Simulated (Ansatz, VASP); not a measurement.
# One calculation of Ca, two programs

INCAR

```
SYSTEM = Ca
PREC = Accurate ; ENCUT = 520
EDIFF = 1E-7 ; ISMEAR = 0
SIGMA = 0.1 ; LREAL = .FALSE.
LASPH = .TRUE. ; NELM = 100
ALGO = Normal ; ISIF = 2
LWAVE = .FALSE. ; LCHARG = .TRUE.
GGA = PS ; LELF = .TRUE.
LVHAR = .TRUE. ; NBANDS = 17
```

The input KPOINTS:

```
regular mesh
0
G
  6 6 4
  0 0 0
```

File POSCAR:

```
Ca
1.0
    1.9712759950     -3.3954901800      0.0000000000
    1.9712759950      3.3954901800      0.0000000000
    0.0000000000      0.0000000000      6.5091117400
Ca
2
Direct
    0.8355866000      0.1644134000      0.2500000000
    0.1644134000      0.8355866000      0.7500000000
```

Input for Ansatz:

```yaml
crystal:
  lattice:
    - [1.971275995, -3.39549018, 0.0]
    - [1.971275995, 3.39549018, 0.0]
    - [0.0, 0.0, 6.50911174]
  atoms:
    - { symbol: Ca, position: [0.8355866, 0.1644134, 0.25] }
    - { symbol: Ca, position: [0.1644134, 0.8355866, 0.75] }
basis:
  ecutwfc: 420
kpoints:
  mp_grid: { grid: [6, 6, 4] }
hamiltonian:
  xc: pbesol
scf:
  occupations: { method: gaussian, width: 0.1 }
output:
  forces: true
  stress: true
  eigenvalues: true
```

This isn't the form of Ca at room conditions, which is fcc.

Alike in both runs: task single point; functional PBEsol; k mesh 6 × 6 × 4; occupations gaussian, width 0.1 eV; no spin polarisation.

|  | VASP | Ansatz |
| --- | --- | --- |
| version | VASP 6.6.1 | Ansatz 0.2.0 |
| potentials or method | VASP PAW PBE potentials, release 64 (Ca_sv) | scalar-relativistic, plane waves, PAW |
| plane-wave cutoff (eV) | 520 | 420 |
| valence electrons in the cell | 20 | 20 |

```tsv
	VASP	Ansatz	Ansatz less VASP
gap on the k mesh at the Fermi level (eV)	none	none	-
pressure (GPa)	-1.1	-1.1	-0.01
largest component of the traceless stress (GPa)	0.15	0.14	-0.001
rms of the force components (eV/Å)	0.009	0.009	+0.0001
```

Atom by atom the forces differ by 0.000 eV/Å (rms over components). A gap of «none» marks a metal or a gap that the smearing closes. The functional is the same, so the differences come from potentials, cutoffs and numerics.

Caveats: the PAW data sets were made with another functional, which shifts forces and pressure a little (VASP).
